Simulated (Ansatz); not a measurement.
# CaF2: the cost of one run

Method: DFT r2SCAN, scalar-relativistic, plane waves, PAW, in Ansatz 0.2.0.

1 further run of the same task is left out (set aside as unsound or not needed).

**1. The structure to begin with**

It takes space group Fm-3m (No. 225, cubic). Conventional cell: a = 5.439 Å, b = 5.439 Å, c = 5.439 Å, α = 90.00°, β = 90.00°, γ = 90.00°. Around Ca (site symmetry m-3m) lie 8 F at 2.36 Å. F (site symmetry -43m) is surrounded by 4 Ca at 2.36 Å.

As a file:

```cif
data_structure
_symmetry_space_group_name_H-M 'Fm-3m'
_symmetry_Int_Tables_number 225
_cell_length_a 5.4389
_cell_length_b 5.4389
_cell_length_c 5.4389
_cell_angle_alpha 90.000
_cell_angle_beta 90.000
_cell_angle_gamma 90.000
_cell_volume 160.89
loop_
_atom_site_label
_atom_site_type_symbol
_atom_site_symmetry_multiplicity
_atom_site_Wyckoff_symbol
_atom_site_fract_x
_atom_site_fract_y
_atom_site_fract_z
_atom_site_occupancy
Ca1 Ca 4 a 0.00000 0.00000 0.00000 1
F1 F 8 c 0.25000 0.75000 0.75000 1
```

This cell was relaxed beforehand with the same method: volume 13.41 Å³/atom, gap on the mesh 8.03 eV.

**2. Bands, states and charges**

input.yaml reads:

```yaml
crystal:
  lattice:
    - [0.0, 2.7194515596, 2.7194515596]
    - [2.7194515596, 0.0, 2.7194515596]
    - [2.7194515596, 2.7194515596, 0.0]
  atoms:
    - { symbol: Ca, position: [0.0, 0.0, 0.0] }
    - { symbol: F, position: [0.25, 0.25, 0.25] }
    - { symbol: F, position: [0.75, 0.75, 0.75] }
basis:
  ecutwfc: 500
kpoints:
  mp_grid: { grid: [8, 8, 8] }
  band_path:
    path:
      - [[0.0, 0.0, 0.0], [0.5, 0.0, 0.5], [0.625, 0.25, 0.625]]
      - [[0.375, 0.375, 0.75], [0.0, 0.0, 0.0], [0.5, 0.5, 0.5], [0.5, 0.25, 0.75], [0.5, 0.0, 0.5]]
    npoints: 14
hamiltonian:
  xc: r2scan
scf:
  occupations: { method: gaussian, width: 0.02 }
  n_extra_bands: 7
output:
  forces: true
  stress: true
  eigenvalues: true
  populations: true
  dos: { projected: true, de: 0.02, nscf_kmesh: { grid: [12, 12, 12] } }
  bader: true
  write_density: true
  write_potential: true
  elf: true
  volumetric_format: npy
```

Run with:

```sh
$ ansatz run input.yaml --threads 1 --pin off --max-ram 2560MiB --backend cpu --events-out ev --progress --plain --runs-dir out
```

Q: Estimate wall time and peak memory on 1 thread of Intel Xeon 6975P-C (Granite Rapids), shared host.

About 12 s, with a peak of 0.47 GiB.
